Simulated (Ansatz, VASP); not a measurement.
Al: VASP beside Ansatz

The input INCAR:

```
PREC = Accurate
ENCUT = 520
EDIFF = 1E-8
ISMEAR = -1
SIGMA = 0.05
LREAL = F
LASPH = T
NELM = 80
ALGO = Normal
ISIF = 2
LWAVE = F
LCHARG = F
GGA = PE
LEFG = T
NBANDS = 8
```

KPOINTS

```
regular mesh
0
Gamma
  14 14 14
```

POSCAR

```
Al
1.0
   -0.0404796000      2.0037402000      2.0037402000
    2.0037402000     -0.0404796000      2.0037402000
    2.0037402000      2.0037402000     -0.0404796000
Al
1
Direct
    0.0000000000      0.0000000000      0.0000000000
```

Input for Ansatz:

```yaml
crystal:
  lattice:
    - [-0.0404796, 2.0037402, 2.0037402]
    - [2.0037402, -0.0404796, 2.0037402]
    - [2.0037402, 2.0037402, -0.0404796]
  atoms:
    - { symbol: Al, position: [0.0, 0.0, 0.0] }
kpoints:
  mp_grid: { grid: [14, 14, 14] }
scf:
  occupations: { method: fermi_dirac, width: 0.05 }
hamiltonian:
  xc: pbe
  pseudopotentials: { kind: all_electron, datasets: crystal }
output:
  forces: true
  stress: true
  eigenvalues: true
  efg: { contact_densities: true }
```

Change from the starting cell: equal xy, yz and zx shear strains of -2 %, crystal datasets.

Alike in both runs: task electric field gradients; functional PBE; k mesh 14 × 14 × 14; occupations fermi-dirac, width 0.05 eV; no spin polarisation.

|  | VASP | Ansatz |
| --- | --- | --- |
| version | VASP 6.6.1 | Ansatz 0.2.0 |
| potentials or method | VASP PAW PBE potentials, release 64 (Al) | all-electron PAW with datasets made for the crystal, scalar-relativistic |
| plane-wave cutoff (eV) | 520 | see its input |

```tsv
	VASP	Ansatz	Ansatz less VASP
pressure (GPa)	-0.5	-0.5	+0.03
largest component of the traceless stress (GPa)	0.07	0.07	-0.002
Vzz of the field gradient on the site that differs most (V/Å²)	-2.7	-2.6	+0.12
```

Ansatz ran all-electron here, so the differences hold the error of VASP's frozen core and of both bases.
